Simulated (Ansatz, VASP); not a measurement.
Ga2N: VASP beside Ansatz

Contents of INCAR:

```
SYSTEM = Ga2N
PREC = Accurate
ENCUT = 520
EDIFF = 1E-7
ISMEAR = 0
SIGMA = 0.1
LREAL = .FALSE.
LASPH = .TRUE.
NELM = 150
ALGO = Normal
ISIF = 2
LWAVE = .FALSE.
LCHARG = .FALSE.
ISPIN = 2
MAGMOM = 0 0 1
LORBIT = 11
GGA = PE
NBANDS = 26
```

The input KPOINTS:

```
regular mesh
0
G
  6 6 6
  0 0 0
```

Contents of POSCAR:

```
Ga2N
1.0
    0.0000000000      2.8792501963      2.8792501963
    2.8792501963      0.0000000000      2.8792501963
    2.8792501963      2.8792501963      0.0000000000
Ga N
2 1
Direct
    0.5000000000      0.5000000000      0.5000000000
    0.2500000000      0.2500000000      0.2500000000
    0.0000000000      0.0000000000      0.0000000000
```

Input for Ansatz:

```yaml
crystal:
  lattice:
    - [0.0, 2.8792501963, 2.8792501963]
    - [2.8792501963, 0.0, 2.8792501963]
    - [2.8792501963, 2.8792501963, 0.0]
  atoms:
    - { symbol: Ga, position: [0.5, 0.5, 0.5] }
    - { symbol: Ga, position: [0.25, 0.25, 0.25] }
    - { symbol: "N", position: [0.0, 0.0, 0.0], spin: 1.0 }
basis:
  ecutwfc: 420
kpoints:
  mp_grid: { grid: [6, 6, 6] }
hamiltonian:
  xc: pbe
scf:
  occupations: { method: gaussian, width: 0.1 }
  lower_state_search: "off"
output:
  forces: true
  stress: true
  eigenvalues: true
  populations: true
magnetization:
  spin_polarized: true
```

Alike in both runs: task single point; functional PBE; k mesh 6 × 6 × 6; occupations gaussian, width 0.1 eV; collinear spin.

|  | VASP | Ansatz |
| --- | --- | --- |
| version | VASP 6.6.1 | Ansatz 0.2.0 |
| potentials or method | VASP PAW PBE potentials, release 64 (Ga_d, N) | scalar-relativistic, plane waves, PAW |
| plane-wave cutoff (eV) | 520 | 420 |
| valence electrons in the cell | 31 | 31 |

|  | VASP | Ansatz | Ansatz less VASP |
| --- | --- | --- | --- |
| gap on the k mesh at the Fermi level (eV) | none | none | - |
| pressure (GPa) | 0.0 | -0.1 | -0.16 |
| net moment per atom (μB) | 0.00 | 0.00 | 0.000 |

A gap of «none» marks a metal or a gap that the smearing closes. The functional is the same, so the differences come from potentials, cutoffs and numerics. Ansatz warned: «seeded_moment_not_kept».
